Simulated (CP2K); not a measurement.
Runs of CP2K 2026.2 on MgI2. It takes space group P-3m1 (No. 164, trigonal). The conventional cell has a = 4.140 Å, b = 4.140 Å, c = 6.880 Å, α = 90.00°, β = 90.00°, γ = 120.00°. I (site symmetry 3m) is surrounded by 3 Mg at 2.94 Å. Around Mg (site symmetry -3m) lie 6 I at 2.94 Å. 

| task | level | potentials or basis | cell | k mesh | smearing | EPS_DEFAULT | k points reduced by the point group | NGRIDS | points a segment of the path (NPOINTS) | bands added on the path | gap on the mesh (eV) | pressure (GPa) | largest force (eV/Å) |
| --- | --- | --- | --- | --- | --- | --- | --- | --- | --- | --- | --- | --- | --- |
| band structure | r2SCAN | POTENTIAL_UZH I GTH-SCAN-q7, Mg GTH-SCAN-q10; TZVP-MOLOPT-SCAN-GTH basis | as given | 8 × 8 × 4 | fermi-dirac 0.05 eV | 1.0E-10 | yes | 5 | 10 | 4 | 4.15 | 0.5 | (b) |
| band structure | TB-mBJ | POTENTIAL_UZH I GTH-PBE-q7, Mg GTH-PBE-q10; TZVP-MOLOPT-PBE-GTH basis | as given | 8 × 8 × 4 | fermi-dirac 0.0259 eV | 1.0E-10 | yes | 4 | 10 | 4 | 3.69 | - | - |
| band structure | LDA | GTH_POTENTIALS I GTH-PADE-q7, Mg GTH-PADE-q10; TZVP-MOLOPT-PBE-GTH basis | as given | 8 × 8 × 4 | fermi-dirac 0.05 eV | 1.0E-9 | yes | 5 | 8 | 6 | 3.36 | (a) | 0.22 |
| relaxation of cell and atoms | PBEsol | POTENTIAL_UZH I GTH-PBE-q7, Mg GTH-PBE-q10; TZVP-MOLOPT-PBE-GTH basis | relaxed | 6 × 6 × 3 | fermi-dirac 0.05 eV | 1.0E-10 | - | 4 | - | - | 3.32 | 0.0 | - |

Alike in all rows: no spin polarisation.

Task: Estimate the missing entries.

Result: (a) -1.2; (b) 0.17.

Caveats: spin-orbit coupling is left out, which moves the levels of the heavy elements; the basis of atomic orbitals isn't converged, which shifts pressures, moduli and gaps; the cell's inner coordinates are idealised or old, which leaves forces on the atoms (some runs); the potentials were made for another functional, which shifts forces and pressure (some runs); this is a model potential without an energy functional, so only levels have meaning (some runs); the forces don't sum to zero, a sign of grid noise (some runs); an odd mesh through Γ misses points on the zone boundary, where band edges often lie (some runs).

A k mesh can miss the band edges, and the runs leave out spin-orbit coupling on I.

Not every run made on this cell is shown here.
